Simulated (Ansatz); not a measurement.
# 64-atom supercell of zincblende GaN with displaced atoms

Aim: forces and frontier levels of a cell whose atoms are off their sites, by PBEsol, HSE06 and r²SCAN.

Program: Ansatz 0.2.0, PAW, plane waves. These are calculated values, not measurements.

## (1) The starting cell

64 atoms (32 Ga, 32 N); a = 8.996 Å, b = 8.996 Å, c = 8.996 Å, α = 90.00°, β = 90.00°, γ = 90.00°. All atoms were shaken off their sites by about 0.06 Å along each axis.

Steps to follow: (2) PBEsol single point at the single k point (¼, ¼, ¼), on 7 threads of Arm Neoverse-V2; (3) HSE06 single point at the single k point (¼, ¼, ¼), on 7 threads of Arm Neoverse-V2; (4) r²SCAN single point at the single k point (¼, ¼, ¼), on 7 threads of Arm Neoverse-V2.

## (2) PBEsol single point

Input file in.yaml:

```yaml
crystal:
  lattice:
    - [8.996242, 0.000000, 0.000000]
    - [0.000000, 8.996242, 0.000000]
    - [0.000000, 0.000000, 8.996242]
  atoms:
    - { symbol: Ga, position: [0.995477, 0.004396, 0.003273] }
    - { symbol: Ga, position: [0.004366, 0.004208, 0.492831] }
    - { symbol: Ga, position: [0.997281, 0.498653, 0.994117] }
    - { symbol: Ga, position: [0.993510, 0.493061, 0.505328] }
    - { symbol: Ga, position: [0.487933, 0.005404, 0.002453] }
    - { symbol: Ga, position: [0.485294, 0.998058, 0.494941] }
    - { symbol: Ga, position: [0.500059, 0.499366, 0.996014] }
    - { symbol: Ga, position: [0.496031, 0.506929, 0.492417] }
    - { symbol: Ga, position: [0.244713, 0.257339, 0.000205] }
    - { symbol: Ga, position: [0.235989, 0.245317, 0.509965] }
    - { symbol: Ga, position: [0.259214, 0.748923, 0.002693] }
    - { symbol: Ga, position: [0.249019, 0.746508, 0.508514] }
    - { symbol: Ga, position: [0.751203, 0.251969, 0.010860] }
    - { symbol: Ga, position: [0.756659, 0.252746, 0.505960] }
    - { symbol: Ga, position: [0.747370, 0.749610, 0.007953] }
    - { symbol: Ga, position: [0.747020, 0.738918, 0.501422] }
    - { symbol: Ga, position: [0.240949, 0.992427, 0.254644] }
    - { symbol: Ga, position: [0.247971, 0.005499, 0.758359] }
    - { symbol: Ga, position: [0.242780, 0.505992, 0.235937] }
    - { symbol: Ga, position: [0.252085, 0.486499, 0.754184] }
    - { symbol: Ga, position: [0.741879, 0.005647, 0.257367] }
    - { symbol: Ga, position: [0.746236, 0.993824, 0.764365] }
    - { symbol: Ga, position: [0.744299, 0.500813, 0.238615] }
    - { symbol: Ga, position: [0.754982, 0.488460, 0.745221] }
    - { symbol: Ga, position: [0.993442, 0.245165, 0.249473] }
    - { symbol: Ga, position: [0.995919, 0.240567, 0.758265] }
    - { symbol: Ga, position: [0.003465, 0.750896, 0.257446] }
    - { symbol: Ga, position: [0.991317, 0.750003, 0.750657] }
    - { symbol: Ga, position: [0.493110, 0.256092, 0.259968] }
    - { symbol: Ga, position: [0.502188, 0.256210, 0.750119] }
    - { symbol: Ga, position: [0.504540, 0.741391, 0.245312] }
    - { symbol: Ga, position: [0.495704, 0.743135, 0.745730] }
    - { symbol: N, position: [0.117243, 0.126490, 0.128408] }
    - { symbol: N, position: [0.126620, 0.131836, 0.629058] }
    - { symbol: N, position: [0.117765, 0.628576, 0.118933] }
    - { symbol: N, position: [0.130269, 0.626529, 0.619362] }
    - { symbol: N, position: [0.642075, 0.127264, 0.126128] }
    - { symbol: N, position: [0.618404, 0.118382, 0.626110] }
    - { symbol: N, position: [0.617705, 0.617329, 0.111107] }
    - { symbol: N, position: [0.616726, 0.626958, 0.625405] }
    - { symbol: N, position: [0.376597, 0.385305, 0.133539] }
    - { symbol: N, position: [0.381297, 0.379916, 0.629286] }
    - { symbol: N, position: [0.373036, 0.891894, 0.128039] }
    - { symbol: N, position: [0.375371, 0.867416, 0.630221] }
    - { symbol: N, position: [0.872943, 0.371630, 0.120960] }
    - { symbol: N, position: [0.882430, 0.364225, 0.624039] }
    - { symbol: N, position: [0.877151, 0.881278, 0.123398] }
    - { symbol: N, position: [0.878669, 0.874587, 0.621443] }
    - { symbol: N, position: [0.367117, 0.121133, 0.384468] }
    - { symbol: N, position: [0.380338, 0.129428, 0.870829] }
    - { symbol: N, position: [0.377989, 0.619059, 0.381910] }
    - { symbol: N, position: [0.377592, 0.626669, 0.882903] }
    - { symbol: N, position: [0.868565, 0.124977, 0.379140] }
    - { symbol: N, position: [0.874414, 0.122423, 0.884242] }
    - { symbol: N, position: [0.872146, 0.627970, 0.369128] }
    - { symbol: N, position: [0.882254, 0.621195, 0.883891] }
    - { symbol: N, position: [0.132237, 0.380474, 0.374224] }
    - { symbol: N, position: [0.127115, 0.382801, 0.882296] }
    - { symbol: N, position: [0.132989, 0.864121, 0.382156] }
    - { symbol: N, position: [0.120067, 0.869413, 0.878427] }
    - { symbol: N, position: [0.617982, 0.389658, 0.377234] }
    - { symbol: N, position: [0.617597, 0.379058, 0.874770] }
    - { symbol: N, position: [0.625002, 0.882618, 0.376603] }
    - { symbol: N, position: [0.630961, 0.881194, 0.872375] }
  symmetry: { detect: false }
kpoints:
  mp_grid: { grid: [1, 1, 1], shift: [0.25, 0.25, 0.25] }
hamiltonian:
  xc: pbesol
scf:
  occupations: { method: fermi_dirac, width: 0.01 }
output:
  forces: true
  eigenvalues: true
  stress: true
  populations: true
  eigenstates: { kpoints: [[0.25, 0.25, 0.25]], e_range: [-6.0, 6.0], localisation: true }
```

## (3) HSE06 single point

Edit in.yaml of step 2 so:

```diff
@@ -74,3 +74,3 @@
 hamiltonian:
-  xc: pbesol
+  xc: hse06
 scf:
@@ -80,3 +80,2 @@
   eigenvalues: true
-  stress: true
   populations: true
```

## (4) r²SCAN on the same atoms

Edit in.yaml of step 3 so:

```diff
@@ -74,3 +74,3 @@
 hamiltonian:
-  xc: hse06
+  xc: r2scan
 scf:
```

Q: Predict the outcome of this session. Wanted: for each run, top filled to lowest empty; pressure; force change.

**Answer**, as computed:

| level | time | top filled to lowest empty (eV) | pressure (GPa) | force change (eV/Å rms) |
| --- | --- | --- | --- | --- |
| PBEsol | 27 s (7 CPU threads) | 2.76 | 2.50 | 0 |
| HSE06 | 5.9 min (7 CPU threads) | 4.07 | - | 0.085 |
| r²SCAN | 49 s (7 CPU threads) | 3.22 | - | 0.055 |

**In words.** At the same k points, PBEsol gives a spacing 1.30 eV smaller and r²SCAN gives a spacing 0.85 eV smaller than the 4.07 eV of HSE06. Exact exchange costs time: HSE06 ran about 13 times as long as PBEsol on the same kind of device. HSE06 forces are 6 % stiffer than those of PBEsol by the slope, and differ by 0.08 eV/Å rms. With one k point the spacing samples only the states that fold onto it, so it can exceed the gap over the zone.
